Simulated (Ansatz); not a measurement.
**Calculated 17O NMR of the central transition for SiO2 at a changed volume**

Cell: a COD entry, relaxed with PBE at fixed cell and then changed (volume scaled by 0.98, ions relaxed).

```cif
data_SiO2
_symmetry_space_group_name_H-M 'P2_13'
_symmetry_Int_Tables_number 198
_cell_length_a 7.1119
_cell_length_b 7.1119
_cell_length_c 7.1119
_cell_angle_alpha 90.000
_cell_angle_beta 90.000
_cell_angle_gamma 90.000
loop_
_atom_site_label
_atom_site_type_symbol
_atom_site_symmetry_multiplicity
_atom_site_Wyckoff_symbol
_atom_site_fract_x
_atom_site_fract_y
_atom_site_fract_z
Si1 Si 4 a 0.2840 0.2840 0.2840
Si5 Si 4 a 0.0221 0.0221 0.0221
O9 O 4 a 0.1529 0.1529 0.1529
O13 O 12 b 0.6395 0.6652 0.0365
```

One atom of each set is listed.

Computed with Ansatz: DFT, PBE, plane waves and PAW, scalar-relativistic, 420 eV cutoff, Γ-centred 4×4×4 k-points, Fermi–Dirac smearing 0.02 eV.

17O has I = 5/2 and Q = -25.58 mb (Pyykkö 2018); at 28.2 T its Larmor frequency is ν₀ = 162.8 MHz. Only the quadrupole interaction is simulated: positions count from each site's isotropic chemical shift, and J coupling is left out, as are shift anisotropy and dipolar coupling, which fast spinning averages.

Problem. What does the 17O spectrum (fast magic-angle spinning) show for each site?

Solution. 

```json
{"site": "O9", "first shell": "2 Si at 1.61–1.62 Å, angle 180°", "C_Q (MHz)": "-6.56", "η": "0.00", "P_Q (MHz)": "6.56", "δ_QIS (ppm)": "-9.73", "breadth (kHz)": "3.40"}
{"site": "O13", "first shell": "2 Si at 1.62–1.63 Å, angle 143°", "C_Q (MHz)": "-5.89", "η": "0.20", "P_Q (MHz)": "5.93", "δ_QIS (ppm)": "-7.96", "breadth (kHz)": "2.93"}
```

δ_QIS = −(ν_Q²/30ν₀²)[I(I+1) − 3/4](1 + η²/3) × 10⁶ ppm with ν_Q = 3|C_Q|/[2I(2I−1)]; it falls as 1/B₀² in ppm, and the breadth as 1/B₀ in kHz.

An axis of threefold or higher order runs through O9, so V_zz lies along it and η is zero. At O13 V_zz runs parallel to the line that joins its two neighbours (within 1°).

The database positions were far from equilibrium, so the relaxed structure may not be the compound's real one.
